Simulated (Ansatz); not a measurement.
**Zr started on a Si site and a Si vacancy in alpha-quartz SiO2, 71 atoms, charge 0**

Aim: let the atoms about the defect relax, then find its formation energy, its levels in the gap and its spin by PBEsol and HSE06.

Program: Ansatz 0.2.0, PAW, plane waves. These are calculated values, not measurements.

## Step 1: The starting cell

71 atoms (22 Si, 1 Zr, 48 O); a = 9.902 Å, b = 9.902 Å, c = 10.886 Å, α = 90.00°, β = 90.00°, γ = 120.00°. All atoms were shaken off their sites by about 0.02 Å along each axis. Defect site 1: (0.265, 0.265, 0.500). Defect site 2: (0.265, 0.765, 0.000). Starting moments add up to 2 μB.

Plan of the steps: (2) PBEsol relaxation at the single k point (¼, ¼, ¼), on 1 × NVIDIA GB200 with 8 threads of Arm Neoverse-V2; (3) HSE06 single point at the single k point (¼, ¼, ¼), on 1 × NVIDIA GB200 with 8 threads of Arm Neoverse-V2.

## Step 2: Relaxation of the positions (PBEsol)

in.yaml reads:

```yaml
crystal:
  lattice:
    - [9.901639, 0.000000, 0.000000]
    - [-4.950819, 8.575071, 0.000000]
    - [0.000000, 0.000000, 10.885880]
  atoms:
    - { symbol: Si, position: [0.233891, 0.998671, 0.165069] }
    - { symbol: Si, position: [0.237391, 0.006145, 0.665121] }
    - { symbol: Si, position: [0.239296, 0.503977, 0.166674] }
    - { symbol: Si, position: [0.234692, 0.498317, 0.666793] }
    - { symbol: Si, position: [0.735891, 0.999812, 0.165914] }
    - { symbol: Si, position: [0.733421, 0.998924, 0.663709] }
    - { symbol: Si, position: [0.735933, 0.497796, 0.164497] }
    - { symbol: Si, position: [0.732135, 0.496979, 0.664383] }
    - { symbol: Si, position: [0.998720, 0.236350, 0.332958] }
    - { symbol: Si, position: [0.001597, 0.239591, 0.834159] }
    - { symbol: Si, position: [0.001446, 0.734573, 0.332803] }
    - { symbol: Si, position: [0.999036, 0.732020, 0.835955] }
    - { symbol: Si, position: [0.504385, 0.234497, 0.332946] }
    - { symbol: Si, position: [0.500891, 0.232075, 0.832565] }
    - { symbol: Si, position: [0.499327, 0.732448, 0.329242] }
    - { symbol: Si, position: [0.496919, 0.732699, 0.834720] }
    - { symbol: Si, position: [0.262594, 0.267874, 0.001371] }
    - { symbol: Si, position: [0.261704, 0.765365, 0.499910] }
    - { symbol: Si, position: [0.766587, 0.263855, 0.999139] }
    - { symbol: Si, position: [0.766977, 0.263635, 0.499091] }
    - { symbol: Si, position: [0.762280, 0.764565, 0.001675] }
    - { symbol: Si, position: [0.765056, 0.763785, 0.498834] }
    - { symbol: Zr, position: [0.267407, 0.263639, 0.499572], spin: 0.222 }
    - { symbol: O, position: [0.204784, 0.136089, 0.109504] }
    - { symbol: O, position: [0.209228, 0.137184, 0.610424], spin: 0.222 }
    - { symbol: O, position: [0.206948, 0.632160, 0.110468], spin: 0.222 }
    - { symbol: O, position: [0.209245, 0.634685, 0.607450] }
    - { symbol: O, position: [0.705406, 0.131020, 0.107410] }
    - { symbol: O, position: [0.706018, 0.136256, 0.605585] }
    - { symbol: O, position: [0.706201, 0.632562, 0.104689] }
    - { symbol: O, position: [0.707708, 0.639009, 0.607095] }
    - { symbol: O, position: [0.365144, 0.075297, 0.272265] }
    - { symbol: O, position: [0.368837, 0.071525, 0.772408] }
    - { symbol: O, position: [0.368000, 0.574348, 0.273375] }
    - { symbol: O, position: [0.366015, 0.573336, 0.775280] }
    - { symbol: O, position: [0.868494, 0.074744, 0.277040] }
    - { symbol: O, position: [0.864194, 0.074430, 0.771657] }
    - { symbol: O, position: [0.865726, 0.574077, 0.271988] }
    - { symbol: O, position: [0.866252, 0.571430, 0.775251] }
    - { symbol: O, position: [0.425071, 0.293431, 0.436813], spin: 0.222 }
    - { symbol: O, position: [0.427302, 0.294903, 0.941230] }
    - { symbol: O, position: [0.428783, 0.796975, 0.435876] }
    - { symbol: O, position: [0.428729, 0.793558, 0.940646], spin: 0.222 }
    - { symbol: O, position: [0.926189, 0.292327, 0.441071] }
    - { symbol: O, position: [0.924117, 0.292965, 0.937049] }
    - { symbol: O, position: [0.927817, 0.791561, 0.439723] }
    - { symbol: O, position: [0.925489, 0.790621, 0.938868] }
    - { symbol: O, position: [0.134561, 0.203505, 0.393549], spin: 0.222 }
    - { symbol: O, position: [0.128269, 0.203742, 0.894392] }
    - { symbol: O, position: [0.132523, 0.705890, 0.394716] }
    - { symbol: O, position: [0.134235, 0.709935, 0.897257], spin: 0.222 }
    - { symbol: O, position: [0.638016, 0.208978, 0.394396] }
    - { symbol: O, position: [0.634910, 0.206433, 0.893647] }
    - { symbol: O, position: [0.634087, 0.706888, 0.392227] }
    - { symbol: O, position: [0.634910, 0.707906, 0.892953] }
    - { symbol: O, position: [0.073041, 0.363613, 0.225321] }
    - { symbol: O, position: [0.075003, 0.372293, 0.727890] }
    - { symbol: O, position: [0.076524, 0.870422, 0.226320] }
    - { symbol: O, position: [0.074776, 0.865383, 0.724463] }
    - { symbol: O, position: [0.575698, 0.366329, 0.225361] }
    - { symbol: O, position: [0.577495, 0.366568, 0.728348] }
    - { symbol: O, position: [0.573513, 0.862301, 0.225871] }
    - { symbol: O, position: [0.569424, 0.865220, 0.726850] }
    - { symbol: O, position: [0.292429, 0.423556, 0.058663] }
    - { symbol: O, position: [0.294872, 0.428576, 0.561074], spin: 0.222 }
    - { symbol: O, position: [0.291005, 0.927052, 0.060189], spin: 0.222 }
    - { symbol: O, position: [0.295990, 0.929179, 0.560268] }
    - { symbol: O, position: [0.793096, 0.429304, 0.063095] }
    - { symbol: O, position: [0.795863, 0.429298, 0.558946] }
    - { symbol: O, position: [0.789629, 0.926615, 0.060959] }
    - { symbol: O, position: [0.798108, 0.928369, 0.557611] }
  symmetry: { detect: false }
kpoints:
  mp_grid: { grid: [1, 1, 1], shift: [0.25, 0.25, 0.25] }
hamiltonian:
  xc: pbesol
magnetization:
  spin_polarized: true
  initial_magnetization: 2
  spin_locking: { lock_magnetization: hard }
scf:
  occupations: { method: fermi_dirac, width: 0.01 }
relax:
  f_tol: 0.03
  max_steps: 80
  escape_saddle: false
  adjacent_minimum: "off"
output:
  forces: true
  eigenvalues: true
  populations: true
```

On the command line:

```sh
$ ansatz run in.yaml --threads 8 --pin off --max-ram 118750MiB --runs-dir r --events-out ev --progress --plain --backend cuda --devices 0, --max-vram 170GiB
```

Further steps of the session: HSE06 single point.

**Question.** What will these runs give? Wanted: for each run, formation energy; host gap; top filled to lowest empty; moment.

The runs gave:

| level | time | formation energy (eV) | host gap (eV) | top filled to lowest empty (eV) | moment (μB) |
| --- | --- | --- | --- | --- | --- |
| PBEsol, relaxation | 20 s (GPU) | 15.89 | 5.75 | 0.80 | 2.00 |
| HSE06 | 27 s (GPU) | 16.67 | 7.72 | 3.06 | 2.00 |

| quantity | value |
| --- | --- |
| relaxation | 11 recorded steps, 11.54 eV gained |
| largest shift | 0.68 Å (O43) |
| largest local moment | +0.98 μB on O |

**What this shows.** Relaxation gains 11.54 eV, with shifts up to 0.68 Å (O43). The formation energy goes from 15.89 eV (PBEsol) to 16.67 eV (HSE06). The reservoirs are the elements' reference phases; where the defect changes the composition, the value depends on that choice. HSE06 puts 8 localised levels over 0.1 eV inside the gap, at 0.13 (filled), 0.28 (filled), 0.43 (filled), 0.56 (filled) eV (the lowest four), the tightest of them shared by about 2 atoms. Those within 0.2 eV of an edge lie within the error of lining up the edges. The host's edges were read at Γ, so band-like levels at this k point need not coincide with them. One k point and a cell of this size can leave errors of several tenths of an eV.
